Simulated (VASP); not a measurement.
# ZnCu2SnS4 (I-4) in VASP: further runs

One crystal, ZnCu2SnS4, is run at these levels: PBE; tasks: relaxation of cell and atoms.

Program: VASP 6.6.1. These are calculated values, not measurements. Logs are shortened: lines on timing, memory, paths and dates and some standing lists are left out, and cuts for length are marked.

## Step 1: The structure

It takes space group I-4 (No. 82, tetragonal). Conventional cell: a = 5.434 Å, b = 5.434 Å, c = 10.850 Å, α = 90.00°, β = 90.00°, γ = 90.00°. Around Zn (site symmetry -4) lie 4 S at 2.33 Å. Cu (site symmetry -4) has 4 S at 2.33 Å as nearest neighbours. Cu (site symmetry -4) is surrounded by 4 S at 2.33 Å. Sn (site symmetry -4) is surrounded by 4 S at 2.41 Å. S (site symmetry 1) has 1 Zn at 2.33 Å and 2 Cu at 2.33 Å and 1 Sn at 2.41 Å as nearest neighbours.

## Step 2: Relaxation of cell and atoms, PBE

Input file INCAR:

```
PREC = Accurate
ENCUT = 600
EDIFF = 1E-6
ISMEAR = 0
SIGMA = 0.03
LREAL = False
LASPH = True
NELM = 80
ALGO = Normal
ISIF = 3
LWAVE = False
LCHARG = False
GGA = PE
IBRION = 2
NSW = 90
EDIFFG = -0.01
KPAR = 4
```

Input file KPOINTS:

```
Automatic mesh
0
Gamma
  10 10 10
```

Input file POSCAR:

```
ZnCu2SnS4
1.0
   -2.7171000000      2.7171000000      5.4248000000
    2.7171000000     -2.7171000000      5.4248000000
    2.7171000000      2.7171000000     -5.4248000000
Zn Cu Sn S
1 2 1 4
Direct
    0.2500000000      0.7500000000      0.5000000000
    0.0000000000      0.0000000000      0.0000000000
    0.7500000000      0.2500000000      0.5000000000
    0.5000000000      0.5000000000      0.0000000000
    0.3716100000      0.8844100000      0.9996000000
    0.1155900000      0.1151900000      0.4872000000
    0.8848100000      0.3720100000      0.0004000000
    0.6279900000      0.6283900000      0.5128000000
```

Potentials or basis: VASP PAW PBE potentials, release 64 (Zn, Cu, Sn_d, S).

Launch:

```sh
$ cat potpaw_PBE.64/Zn/POTCAR potpaw_PBE.64/Cu/POTCAR potpaw_PBE.64/Sn_d/POTCAR potpaw_PBE.64/S/POTCAR > POTCAR
$ mpirun -np 4 vasp_std > vasp.out
```

OUTCAR:

```text
PREC = Accurate
   ENCUT = 600
   EDIFF = 1E-6
   ISMEAR = 0
   LREAL = False
   LASPH = True
   NELM = 80
   ISIF = 3
   GGA = PE
   IBRION = 2
   NSW = 90
   EDIFFG = -0.01

 ion  position               nearest neighbor table
   1  0.250  0.750  0.500-   8 2.33   7 2.33   6 2.33   5 2.33
   2  0.000  0.000  0.000-   5 2.33   8 2.33   7 2.33   6 2.33
   3  0.750  0.250  0.500-   7 2.33   6 2.33   5 2.33   8 2.33
   4  0.500  0.500  0.000-   8 2.41   7 2.41   6 2.41   5 2.41
   5  0.372  0.884  1.000-   1 2.33   2 2.33   3 2.33   4 2.41
   6  0.116  0.115  0.487-   1 2.33   2 2.33   3 2.33   4 2.41
   7  0.885  0.372  0.000-   1 2.33   2 2.33   3 2.33   4 2.41
   8  0.628  0.628  0.513-   1 2.33   2 2.33   3 2.33   4 2.41

  LATTYP: Found a body centered tetragonal cell.
 ALAT       =     5.4342000000
 C/A-ratio  =     1.9965404291

  Lattice vectors:

 A1 = (  -2.7171000000,   2.7171000000,   5.4248000000)
 A2 = (   2.7171000000,  -2.7171000000,   5.4248000000)
 A3 = (   2.7171000000,   2.7171000000,  -5.4248000000)

Analysis of symmetry for initial positions (statically):
=====================================================================
 Subroutine PRICEL returns:
 Original cell was already a primitive cell.

 Routine SETGRP: Setting up the symmetry group for a
 body centered tetragonal supercell.

 Subroutine GETGRP returns: Found  4 space group operations
 (whereof  4 operations were pure point group operations)
 out of a pool of 16 trial point group operations.

The static configuration has the point symmetry S_4 .

Analysis of symmetry for dynamics (positions and initial velocities):
=====================================================================
 Subroutine PRICEL returns:
 Original cell was already a primitive cell.

 Routine SETGRP: Setting up the symmetry group for a
 body centered tetragonal supercell.

 Subroutine GETGRP returns: Found  4 space group operations
 (whereof  4 operations were pure point group operations)
 out of a pool of 16 trial point group operations.

The dynamic configuration has the point symmetry S_4 .

 Subroutine INISYM returns: Found  4 space group operations
 (whereof  4 operations are pure point group operations),
 and found     1 'primitive' translations

----------------------------------------------------------------------------------------

                                     Primitive cell

  volume of cell :     160.1972

  direct lattice vectors                    reciprocal lattice vectors
    -2.717100000  2.717100000  5.424800000     0.000000000  0.184019727  0.092169297
[... 99 lines left out ...]
   LREAL  =      F    real-space projection
   EDIFFG = -.1E-01   stopping-criterion for IOM
   NSW    =     90    number of steps for IOM
   IBRION =      2    ionic relax: 0-MD 1-quasi-New 2-CG
   NFREE  =      1    steps in history (QN), initial steepest desc. (CG)
   ISIF   =      3    stress and relaxation
   ISYM   =      2    0-nonsym 1-usesym 2-fastsym
   POTIM  = 0.5000    time-step for ionic-motion
   TEBEG  =    0.0;   TEEND  =   0.0 temperature during run
   PSTRESS=    0.0 pullay stress
   NELECT =      72.0000    total number of electrons
   NUPDOWN=      -1.0000    fix difference up-down
   EMIN   =  10.00;   EMAX   =-10.00  energy-range for DOS
   EFERMI =   0.00;   METHOD = LEGACY
   ISMEAR =     0;   SIGMA  =   0.03  broadening in eV -4-tet -1-fermi 0-gaus
   EFERMI_NEDOS =   21; number of points for ismear=-14 and -15
   IALGO  =     38    algorithm
   IMIX   =      4    mixing-type and parameters
     AMIX     =   0.40;   BMIX     =  1.00
     AMIX_MAG =   1.60;   BMIX_MAG =  1.00
  volume/ion in A,a.u.               =      20.02       135.13
  Fermi-wavevector in a.u.,A,eV,Ry     =   1.254009  2.369734 21.395688  1.572539
  Thomas-Fermi vector in A             =   2.387835
   LORBIT       =      0    0 simple, 1 ext, 2 COOP (PROOUT), +10 PAW based schemes
   GGA     = PE    functional components
   LHFCALC =     F    Hartree Fock is set to
   AEXX    =    0.0000 exact exchange contribution
   IVDW    =     0    specifies the selected vdW correction
   LEPSILON=     F    determine dielectric tensor
   LRPA    =     F    only Hartree local field effects (RPA)
 conjugate gradient relaxation of ions
 non-spin polarized calculation
 Gauss-broadening in eV      SIGMA  =   0.03
  energy-cutoff  :      600.00
  volume of cell :      160.20
 maximum number of plane-waves:      5397
 NGX is ok and might be reduce to    54
   NGX = 27   NGY = 27   NGZ = 27

--------------------------------------- Ionic step        1  -------------------------------------------

 number of electron      71.9999998 magnetization

 Free energy of the ion-electron system (eV)
  ---------------------------------------------------
  ext. energy  EPLUGINS =         0.00000000
  ---------------------------------------------------
  free energy    TOTEN  =       -32.51797295 eV

  energy without entropy =      -32.51797295  energy(sigma->0) =      -32.51797295

 E-fermi :   4.9821     XC(G=0):  -9.7839

 val. band max:        4.8663821359   @ k =   0.0000   0.0000   0.0000
 cond. band min:       5.1867021289   @ k =   0.0000   0.0000   0.0000
 fundamental gap:      0.3203199930
 Fermi energy:         4.9821479496

 k-point     1 :       0.0000    0.0000    0.0000
  band No.  band energies     occupation
      1     -17.4243      2.00000
      2     -17.4200      2.00000
      3     -17.4200      2.00000
      4     -17.3319      2.00000
      5     -17.3239      2.00000
      6      -9.6975      2.00000
[... 1214 lines left out ...]
  FREE ENERGIE OF THE ION-ELECTRON SYSTEM (eV)
  ---------------------------------------------------
  free  energy   TOTEN  =       -32.5817881601 eV

  energy  without entropy=      -32.5817872330  energy(sigma->0) =      -32.58178770

[... ionic steps 4 to 8 ...]

--------------------------------------- Ionic step        9  -------------------------------------------

 number of electron      71.9999985 magnetization

------------------------ aborting loop because EDIFF is reached ----------------------------------------
[... 79 lines left out ...]
--------------------------------------- Ionic step       11  -------------------------------------------

 number of electron      71.9999985 magnetization

 Free energy of the ion-electron system (eV)
  ---------------------------------------------------
  ext. energy  EPLUGINS =         0.00000000
  ---------------------------------------------------
  free energy    TOTEN  =       -32.59945500 eV

  energy without entropy =      -32.59944800  energy(sigma->0) =      -32.59945150

 E-fermi :   4.7059     XC(G=0):  -9.6848

 val. band max:        4.6681400565   @ k =   0.0000   0.0000   0.0000
 cond. band min:       4.7435967847   @ k =   0.0000   0.0000   0.0000
 fundamental gap:      0.0754567282
 Fermi energy:         4.7058959107

 k-point     1 :       0.0000    0.0000    0.0000
  band No.  band energies     occupation
      1     -17.5823      2.00000
      2     -17.5789      2.00000
      3     -17.5789      2.00000
      4     -17.5117      2.00000
      5     -17.5074      2.00000
      6      -9.7012      2.00000
[... 1130 lines left out ...]
  FREE ENERGIE OF THE ION-ELECTRON SYSTEM (eV)
  ---------------------------------------------------
  free  energy   TOTEN  =       -32.5994549986 eV

  energy  without entropy=      -32.5994479986  energy(sigma->0) =      -32.59945150

 reached required accuracy - stopping structural energy minimisation
```

Run time: 53 min. Hardware: 4 MPI ranks of Intel Xeon Platinum 8259CL at 2.50GHz (Skylake/Cascade Lake), shared host; peak memory 1.3 GiB.

What came out:

* Free energy: -32.5995 eV
* Relaxed volume: 20.47 Å³/atom
* Relaxed cell: a = 6.696 Å, b = 6.696 Å, c = 6.696 Å, α = 131.74°, β = 131.74°, γ = 70.64°
* Space group after relaxing (to 0.05 Å): I-4 (No. 82)
* Energy gained by relaxing: 10.2 meV/atom
* Ionic steps: 11
* Pressure after relaxing: 0.0 GPa
* Largest force after relaxing: 0.009 eV/Å
* Band gap on the k mesh: 0.08 eV, direct

Forces in eV/Å, atoms in the order of the input:
```
Zn   0.000  0.000  0.000
Cu   0.000  0.000  0.000
Cu   0.000  0.000  0.000
Sn   0.000  0.000  0.000
S    0.002  0.005 -0.007
S    0.005 -0.002  0.007
S   -0.002 -0.005 -0.007
S   -0.005  0.002  0.007
```

Step by step:
| step | energy change (eV) | largest force (eV/Å) | pressure (GPa) | volume (Å³) |
| --- | --- | --- | --- | --- |
| 1 | 0.0000 | 0.5795 | 2.14 | 160.20 |
| 2 | -0.0629 | 0.1976 | -0.94 | 166.48 |
| 3 | -0.0638 | 0.2336 | -0.63 | 165.76 |
| 4 | -0.0771 | 0.1211 | -0.30 | 164.63 |
| 5 | -0.0808 | 0.0347 | 0.17 | 163.19 |
| 6 | -0.0813 | 0.0203 | 0.08 | 163.53 |
| 7 | -0.0813 | 0.0216 | 0.06 | 163.58 |
| 8 | -0.0815 | 0.0104 | -0.01 | 163.77 |
| 9 | -0.0815 | 0.0071 | -0.07 | 163.86 |
| 10 | -0.0815 | 0.0080 | -0.07 | 163.83 |
| 11 | -0.0815 | 0.0090 | -0.01 | 163.80 |

Final structure:
```
Zn Cu Sn S
1.0
    -2.73767    2.73767    5.46375
     2.73767   -2.73767    5.46375
     2.73767    2.73767   -5.46375
Zn Cu Sn S
1 2 1 4
Direct
  0.25000 0.75000 0.50000
  0.00000 0.00000 0.00000
  0.75000 0.25000 0.50000
  0.50000 0.50000 0.00000
  0.37125 0.89491 0.00752
  0.10509 0.11262 0.47635
  0.88738 0.36373 0.99248
  0.63627 0.62875 0.52365
```

Levels at points of the mesh, in eV from the valence-band top:
```tsv
k point	band 34	band 35	band 36	band 37	band 38	band 39
(0.00, 0.00, 0.00)	-0.07	-0.07	0.00	0.08	1.97	2.68
(0.50, 0.00, 0.00)	-1.08	-0.99	-0.49	1.45	3.05	3.23
(0.50, 0.50, 0.00)	-0.69	-0.50	-0.39	0.50	2.24	3.05
(0.50, 0.50, 0.50)	-1.09	-0.83	-0.83	1.17	2.02	2.02
```

Caveat: spin-orbit coupling is left out, which moves the levels of the heavy elements.

[end of part 1 of 2]
